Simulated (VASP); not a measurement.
Here is a VASP 6.6.1 calculation.

File INCAR:

```
SYSTEM = GaN
PREC = Accurate
ENCUT = 520
EDIFF = 1E-7
ISMEAR = 0
SIGMA = 0.02
LREAL = .False.
LASPH = .True.
NELM = 80
ALGO = Fast
ISIF = 3
LWAVE = .False.
LCHARG = .False.
GGA = PE
IBRION = 2
NSW = 80
EDIFFG = -0.002
KPAR = 4
```

File KPOINTS:

```
regular mesh
0
Gamma
  12 12 6
  0 0 0
```

POSCAR

```
GaN
1.0
    3.1800000000      0.0000000000      0.0000000000
   -1.5900000000      2.7539607800      0.0000000000
    0.0000000000      0.0000000000      5.1660000000
Ga N
2 2
Direct
    0.3333333300      0.6666666700      0.0000000000
    0.6666666700      0.3333333300      0.5000000000
    0.3333333300      0.6666666700      0.3750000000
    0.6666666700      0.3333333300      0.8750000000
```

Potentials or basis: VASP PAW PBE potentials, release 64 (Ga_d, N).

The run is started by

```console
$ cat potpaw_PBE.64/Ga_d/POTCAR potpaw_PBE.64/N/POTCAR > POTCAR
$ mpirun -np 4 vasp_std > vasp.out
```

What does it give for the relaxed cell?

a = 3.219 Å, b = 3.219 Å, c = 5.244 Å, α = 90.00°, β = 90.00°, γ = 120.00°.

Estimate the band gap on the k mesh.

1.71 eV, direct.

Step by step:
```
step  energy change (eV)  largest force (eV/Å)  pressure (GPa)  volume (Å³)
   1              0.0000                0.1347            7.34        45.24
   2             -0.0110                0.0615           -5.54        48.72
   3             -0.0416                0.0120           -0.06        47.06
   4             -0.0416                0.0144            0.11        47.02
   5             -0.0416                0.0058            0.11        47.02
   6             -0.0416                0.0015            0.10        47.02
   7             -0.0416                0.0011           -0.09        47.08
   8             -0.0416                0.0022            0.00        47.05
   9             -0.0416                0.0020            0.01        47.05
  10             -0.0416                0.0009           -0.03        47.05
  11             -0.0416                0.0013            0.00        47.05
```

PBE usually gives volumes a little too large and moduli too small. Zero-point motion and thermal expansion aren't in these numbers.
